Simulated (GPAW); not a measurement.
The system is AgCl (Chlorargyrite).

```xyz
2
Lattice="0.0000 2.7350 2.7350 2.7350 0.0000 2.7350 2.7350 2.7350 0.0000" Properties=species:S:1:pos:R:3 pbc="T T T"
Ag    0.0000    0.0000    0.0000
Cl    2.7350    2.7350    2.7350
```

Base run:

* Program: GPAW 26.7.0
* Functional: PBEsol
* Potentials or basis: PAW data sets generated in the run's folder for this functional
* Cutoff: 600 eV
* Basis: pw
* k mesh: 8 × 8 × 8
* Occupations: fermi-dirac, width 0.05 eV
* Spin: no spin polarisation
* Hubbard terms: Ag d U = 2 eV

Its results: band gap on the k mesh 1.14 eV, indirect (least direct gap 3.32 eV); pressure -0.2 GPa.

Q: The run is repeated on the same cell with these changes: hubbard terms from Ag d U = 2 eV to none. What comes out?

A: Band gap on the k mesh 0.70 eV, indirect (least direct gap 3.17 eV); pressure -0.6 GPa.

The U term pushes filled and empty states of the shell apart.
